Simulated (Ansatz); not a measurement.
# ZnSe: the cost of one run

Method: DFT PBE, scalar-relativistic, plane waves, PAW, in Ansatz 0.2.0.

2 further runs of the same task are left out: 2 set aside as unsound or not needed.

### Step 1. Starting point

It takes space group F-43m (No. 216, cubic). The conventional cell has a = 5.733 Å, b = 5.733 Å, c = 5.733 Å, α = 90.00°, β = 90.00°, γ = 90.00°. Zn (site symmetry -43m) is surrounded by 4 Se at 2.48 Å. Around Se (site symmetry -43m) lie 4 Zn at 2.48 Å.

As a file:

```
CELL_PARAMETERS angstrom
0.00000 2.86630 2.86630
2.86630 0.00000 2.86630
2.86630 2.86630 0.00000
ATOMIC_POSITIONS crystal
Zn 0.00000 0.00000 0.00000
Se 0.75000 0.75000 0.75000
```

It is the result of an earlier relaxation at this level (volume 23.55 Å³/atom; gap on the mesh: 1.15 eV).

### Step 2. The cell under 4 GPa

What is minimised here is the enthalpy; the energy can go up as the cell is squeezed.

File input.yaml:

```yaml
crystal:
  lattice:
    - [0.0, 2.8663043623, 2.8663043623]
    - [2.8663043623, 0.0, 2.8663043623]
    - [2.8663043623, 2.8663043623, 0.0]
  atoms:
    - { symbol: Zn, position: [0.0, 0.0, 0.0] }
    - { symbol: Se, position: [0.75, 0.75, 0.75] }
basis:
  ecutwfc: 420
kpoints:
  mp_grid: { grid: [8, 8, 8] }
hamiltonian:
  xc: pbe
scf:
  occupations: { method: fixed }
output:
  forces: true
  stress: true
  eigenvalues: true
  write_density: true
  write_potential: true
  elf: true
  volumetric_format: npy
relax:
  adjacent_minimum: "off"
  f_tol: 0.001
  max_steps: 60
  cell: { stress_tol: 0.02, p_target: 4.0 }
```

Started as:

```console
> ansatz run input.yaml --threads 1 --pin off --max-ram 3072MiB --backend cpu --events-out ev --progress --plain --runs-dir out
```

What time and memory should one allow on 1 thread of Arm Neoverse V1, shared host?

About 14 s, with a peak of 0.34 GiB.
